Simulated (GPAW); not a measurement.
# ZnS (Wurtzite-2H) (P6_3mc) in GPAW: a series of runs, part 2 of 2

GPAW 26.7.0. Earlier steps stand in the parts before.

**4. Band structure, PBE**

The input, run.py:

```python
from ase.dft.bandgap import bandgap
from ase.io import read, write
from ase.units import GPa
from gpaw import GPAW, PW, setup_paths

setup_paths.insert(0, '.')

atoms = read('ZnS.xyz')

calc = GPAW(mode=PW(600),
            xc='PBE',
            kpts={'size': (6, 6, 3), 'gamma': True},
            occupations={'name': 'fermi-dirac', 'width': 0.05},
            setups={'S': 'jth', 'Zn': 'jth'},
            nbands=-13,
            convergence={'density': 1e-05, 'energy': 1e-05},
            maxiter=150,
            txt='gpaw.txt')
atoms.calc = calc
energy = atoms.get_potential_energy()
forces = atoms.get_forces()
stress = atoms.get_stress()
calc.write('gs.gpw')
write('result.traj', atoms)
print(f'Energy: {energy:.6f} eV')
print('Forces (eV/A):')
print(forces.round(4))
print('Stress (GPa):', (stress / GPa).round(3))
print('Fermi level:', round(calc.get_fermi_level(), 4), 'eV')
print(f'Gap: {bandgap(calc)[0]:.4f} eV, direct: {bandgap(calc, direct=True)[0]:.4f} eV')

path = atoms.cell.bandpath('GMKGALHA,LM,KH', npoints=80, eps=1e-4)
bs_calc = calc.fixed_density(kpts=path, symmetry='off', nbands=-26,
                             convergence={'bands': 'CBM+6.0', 'eigenstates': 1e-6}, txt='bands.txt')
bs = bs_calc.band_structure()
bs.write('bs.json')
print(f'Gap on the path: {bandgap(bs_calc)[0]:.4f} eV')
```

The input, ZnS.xyz:

```xyz
4
Lattice="3.8110000000 0.0000000000 0.0000000000 -1.9055000000 3.3004228138 0.0000000000 0.0000000000 0.0000000000 6.2340000000" Properties=species:S:1:pos:R:3 pbc="T T T"
Zn     1.9055000002      1.1001409378      3.1170000000
Zn    -0.0000000002      2.2002818760      0.0000000000
S      1.9055000002      1.1001409378      5.5170900000
S     -0.0000000002      2.2002818760      2.4000900000
```

Potentials or basis: JTH PAW 2.0, PBE, pw.

Launch:

```sh
OMP_NUM_THREADS=1 python run.py
```

gpaw.txt:

```text
__  _  _
 | _ |_)|_||  |
 |__||  | ||/\| - 26.7.0

Input parameters:
  mode=PW(ecut=600.0),
  convergence={'density': 1e-05, 'energy': 1e-05},
  kpts=MonkhorstPack(size=(6, 6, 3), gamma=True),
  maxiter=150,
  nbands=-13,
  occupations=Occupations(name='fermi-dirac', width=0.05),
  setups={'S': 'jth', 'Zn': 'jth'},
  xc=XC(name='PBE')

Diagonalizing LCAO Hamiltonian
Converting LCAO to pw mode

            S

            Zn
        S

        Zn

Atoms  # Å, Bohr magnetons
|   | symbol |         x |        y |        z |    initial magnetic moments |
|---|--------|-----------|----------|----------|-----------------------------|
| 0 |     Zn |  1.905500 | 1.100141 | 3.117000 | ( 0.0000,  0.0000,  0.0000) |
| 1 |     Zn | -0.000000 | 2.200282 | 0.000000 | ( 0.0000,  0.0000,  0.0000) |
| 2 |      S |  1.905500 | 1.100141 | 5.517090 | ( 0.0000,  0.0000,  0.0000) |
| 3 |      S | -0.000000 | 2.200282 | 2.400090 | ( 0.0000,  0.0000,  0.0000) |

Unit cell  # Å
| periodic |         x |        y |        z |  lengths |     angles |
|----------|-----------|----------|----------|----------|------------|
|      yes |  3.811000 | 0.000000 | 0.000000 | 3.811000 |  90.000000 |
|      yes | -1.905500 | 3.300423 | 0.000000 | 3.811000 |  90.000000 |
|      yes |  0.000000 | 0.000000 | 6.234000 | 6.234000 | 120.000000 |

Number of symmetries: 6
Symmetry operations  # r_c * U_cc + t_c -> r_c
|   | kind |            matrix            |
|---|------|------------------------------|
| 0 |  σ   |  1, 1, 0,  0,-1, 0,  0, 0, 1 |
| 1 |  E   |  1, 0, 0,  0, 1, 0,  0, 0, 1 |
| 2 |  C3  |  0, 1, 0, -1,-1, 0,  0, 0, 1 |
| 3 |  σ   |  0,-1, 0, -1, 0, 0,  0, 0, 1 |
| 4 |  σ   | -1, 0, 0,  1, 1, 0,  0, 0, 1 |
| 5 |  C3  | -1,-1, 0,  1, 0, 0,  0, 0, 1 |

BZ-sampling:
  Number of BZ points: 108
  Number of IBZ points: 17

  Monkhorst-Pack size: [6, 6, 3]
  Monkhorst-Pack shift: [0.08333333333333333, 0.08333333333333333, 0.0]

K-points  # in reciprocal-cell coordinates
|     |                                coordinates |     weight |
|-----|--------------------------------------------|------------|
|   0 | (  0.00000000,   0.00000000,   0.00000000) | 0.00925926 |
|   1 | (  0.00000000,   0.00000000,   0.33333333) | 0.01851852 |
|   2 | (  0.16666667,   0.00000000,  -0.33333333) | 0.05555556 |
|   3 | (  0.16666667,   0.00000000,   0.00000000) | 0.05555556 |
|   4 | (  0.16666667,   0.00000000,   0.33333333) | 0.05555556 |
|   5 | (  0.33333333,  -0.16666667,   0.00000000) | 0.05555556 |
|   6 | (  0.33333333,  -0.16666667,   0.33333333) | 0.11111111 |
|   7 | (  0.33333333,   0.00000000,  -0.33333333) | 0.05555556 |
|   8 | (  0.33333333,   0.00000000,   0.00000000) | 0.05555556 |
|   9 | (  0.33333333,   0.00000000,   0.33333333) | 0.05555556 |
| ... |                                            |            |
|  16 | (  0.50000000,   0.50000000,   0.33333333) | 0.05555556 |

Plane wave coefficients: 2641
Cutoff: 600.0 eV

Spin-components: 1 (collinear spins)
Bands:           31
Projectors:      20
Spin-degeneracy: 2
Datatype:        complex128

Parallelization:
  kpt:    1
  domain: 1
  band:   1

Density:
  Valence electrons: 36.0
  Components: 1
  Grid points: [24 24 36]
  Charge: 0.0  # |e|

Potential:
  Grid points: [24 24 36]

species:
  Zn:
    name:    Zinc
    Z:       30.0
    valence: 12
    core:    18
    charge:  0.0  # [|e|]
    compensation charges:
      type: sinc
      rc: 0.96  # [Å]
      lmax: 2
    cutoffs:
      filter: 1.22  # [Å]
      core: 2.29  # [Å]
    projectors
    | kind |    occ | energy [eV] | rcut [Å] |
    |------|--------|-------------|----------|
    |   4s |  2.000 |      -5.979 |    1.114 |
    |    s |        |      54.423 |    1.114 |
    |    p |        |       0.000 |    1.221 |
    |    p |        |      68.028 |    1.221 |
    |   3d | 10.000 |     -10.140 |    1.059 |
    |    d |        |      40.817 |    1.059 |

    Using partial waves for Zn as LCAO basis

  S:
    name:    Sulfur
    Z:       16.0
    valence: 6
    core:    10
    charge:  0.0  # [|e|]
    compensation charges:
      type: sinc
      rc: 0.74  # [Å]
      lmax: 2
    cutoffs:
      filter: 1.01  # [Å]
      core: 1.67  # [Å]
    projectors
    | kind |    occ | energy [eV] | rcut [Å] |
    |------|--------|-------------|----------|
    |   3s |  2.000 |     -17.256 |    1.007 |
    |    s |        |      54.423 |    1.007 |
    |   3p |  4.000 |      -7.009 |    1.007 |
    |    p |        |       6.803 |    1.007 |

    Using partial waves for S as LCAO basis

Reference energy: -119461.505254  # eV

eigensolver:
  PPCG
  Converge bands: occupied
  niter=2

density mixing:
  MSR1-Mixer
  Pratt-step length: 0.05
  Maximum mixing coefficient: 0.75
  Old densities: 10
  SVD Regularization: 0.005
  Good broyden scale: 1.0
  Trust region scale: 1.0
  Backstep threshold: 4.0
  History deletion threshold: 6.0
  Fourier metric: weight=20.0, sigma=0.015

occupation numbers:
  Fermi-Dirac:
    width: 0.0500  # eV

poisson solver:
  ecut: 4800.0  # eV

xc functional:
  name: PBE with 2 nearest neighbor stencil

convergence criteria:
- Maximum integral of absolute [dens]ity change: 1e-05 electrons / valence electron
- Maximum [total energy] change in last 3 cyles: 1e-05 eV / valence electron
- Maximum integral of absolute [eigenst]ate change: 4e-08 eV^2 / valence electron
maximum number of iterations: 150

SCF iterations
|iter     | |      energy | eigst |  dens |
|---------|-|-------------|-------|-------|
|iter:   1| |  -14.457884 | +0.72 |       |
|iter:   2| |  -14.372666 | -0.80 | -1.17 |
|iter:   3| |  -13.750920 | -1.07 | -1.22 |
|iter:   4| |  -13.735946 | -2.49 | -1.80 |
|iter:   5| |  -13.733549 | -2.78 | -2.26 |
|iter:   6| |  -13.734862 | -3.57 | -2.56 |
|iter:   7| |  -13.734863 | -4.55 | -3.24 |
|iter:   8| |  -13.734873c| -5.33 | -3.58 |
|iter:   9| |  -13.734875c| -6.18 | -4.17 |
|iter:  10| |  -13.734875c| -7.14 | -4.87 |
|iter:  11| |  -13.734875c| -7.89c| -5.32c|

Converged in 11 steps
Energy contributions relative to reference atoms: (reference = -119461.505254)

Energy contributions:
  Kinetic:          20.344979
  Coulomb:         -16.726435
  Zero:              0.021695
  External:          0.000000
  Xc:              -17.375113
  Entropy:          -0.000000
  Spinorbit:         0.000000
  ----------------------------
  Free energy:     -13.734875
  Extrapolated:    -13.734875

dipole moment: (-0.000010, -0.000015, -11.100394)  # |e|*Ang

Fermi level: 4.474
Eigenvalues  # (at kpt = [0.000, 0.000, 0.000])
| band index |      eig [eV] | occ [0-2] |
|------------|---------------|-----------|
|          0 |        -9.692 |     2.000 |
|        ... |               |           |
|         10 |        -2.298 |     2.000 |
|         11 |        -2.139 |     2.000 |
|         12 |        -1.661 |     2.000 |
|         13 |         2.644 |     2.000 |
|         14 |         2.644 |     2.000 |
|         15 |         3.491 |     2.000 |
[... 8 lines left out ...]
|         24 |        11.090 |     0.000 |
|         25 |        12.811 |     0.000 |
|        ... |               |           |
|         30 |        15.734 |     0.000 |

Gap: 2.247 eV
Transition (v -> c):
  (s=0, k=0, n=17, [0.00, 0.00, 0.00]) -> (s=0, k=0, n=18, [0.00, 0.00, 0.00])
No difference between direct/indirect transitions

Forces  # eV/Ang
|        x |        y |        z |
|----------|----------|----------|
| -0.00000 |  0.00000 |  0.32043 |  # Zn   0
|  0.00000 | -0.00000 |  0.32074 |  # Zn   1
|  0.00000 |  0.00000 | -0.32064 |  # S    2
|  0.00000 |  0.00000 | -0.32063 |  # S    3

Stress tensor  # eV/Ang^3
|         x |         y |         z |
|-----------|-----------|-----------|
| -0.015464 |  0.000000 | -0.000000 |
|  0.000000 | -0.015464 |  0.000000 |
| -0.000000 |  0.000000 | -0.002871 |

# Writing to gs.gpw (mode='')
```

Run time: 2.6 min. Hardware: 1 thread of Arm Neoverse V2, shared host; peak memory 0.41 GiB.

What came out:

```yaml
Free_energy: -13.7349 eV
Pressure: 1.8 GPa
Largest_force: 0.321 eV/Å
Band_gap_on_the_k_mesh: 2.25 eV, direct
Band_gap_along_the_path: 2.25 eV, direct
```

Forces in eV/Å, atoms in the order of the input:
```
Zn   0.000  0.000  0.320
Zn   0.000  0.000  0.321
S    0.000  0.000 -0.321
S    0.000  0.000 -0.321
```

Levels at the corners of the path, in eV from the valence-band top:
```csv
point,band 16,band 17,band 18,band 19,band 20,band 21
Γ,-0.01,-0.01,0.00,2.25,3.00,6.28
M,-2.25,-1.56,-0.98,3.62,4.26,5.18
K,-2.21,-2.21,-2.21,4.48,5.91,5.91
Γ,-0.01,-0.01,0.00,2.25,3.00,6.28
A,-0.45,-0.45,-0.45,3.51,3.51,6.71
L,-1.66,-1.53,-1.53,3.62,3.62,5.14
H,-3.11,-1.25,-1.25,4.54,4.54,6.48
A,-0.45,-0.45,-0.45,3.51,3.51,6.71
L,-1.66,-1.53,-1.53,3.62,3.62,5.14
M,-2.25,-1.56,-0.98,3.62,4.26,5.18
K,-2.21,-2.21,-2.21,4.48,5.91,5.91
H,-3.11,-1.25,-1.25,4.54,4.54,6.48
```

Caveat: the program truncates these outside data sets.

**5. Comparison with measurements**

Step 3. Measured gap of ZnS: 3.911 eV (direct; 4 K; a printed reference work, monograph). This calculation gives 2.82 eV (-1.09 eV). The value is that of r2SCAN, without temperature or zero-point motion.

Step 4. Against the measured gap of ZnS, 3.911 eV (direct; 4 K; a printed reference work, monograph), the calculated 2.25 eV is off by -1.66 eV. The value is that of PBE, without temperature or zero-point motion. Semilocal functionals fall short of measured gaps as a rule.
